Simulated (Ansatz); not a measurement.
Sb in Ansatz: the effect of functional

Sb:

```
Sb
1.0
    -1.88373    1.88373    1.88373
     1.88373   -1.88373    1.88373
     1.88373    1.88373   -1.88373
Sb
1
Cartesian
  0.0000 0.0000 0.0000
```

This isn't the form of Sb at room conditions, which is rhombohedral.

The cell isn't the ideal one: volume scaled by 1.02.

Alike in all runs:

```yaml
Program: Ansatz 0.2.0
Task: single point
Potentials_or_basis: Ansatz PAW
k_mesh: 10 × 10 × 10
Occupations: fermi-dirac, width 0.05 eV
Spin: no spin polarisation
```

| functional | cutoff | pressure (GPa) |
| --- | --- | --- |
| LDA | 420 eV (not typed: the program's choice for these potentials) | -2.5 |
| PBEsol | 420 eV (not typed: the program's choice for these potentials) | ? |
| r2SCAN | 500 eV (not typed: the program's choice for these potentials) | 1.1 |

What does the run with functional PBEsol give?

Pressure -1.3 GPa.

Caveats: the PAW data sets come from PBE, with cores solved anew for the run's functional, which leaves a small shift of forces and pressure.
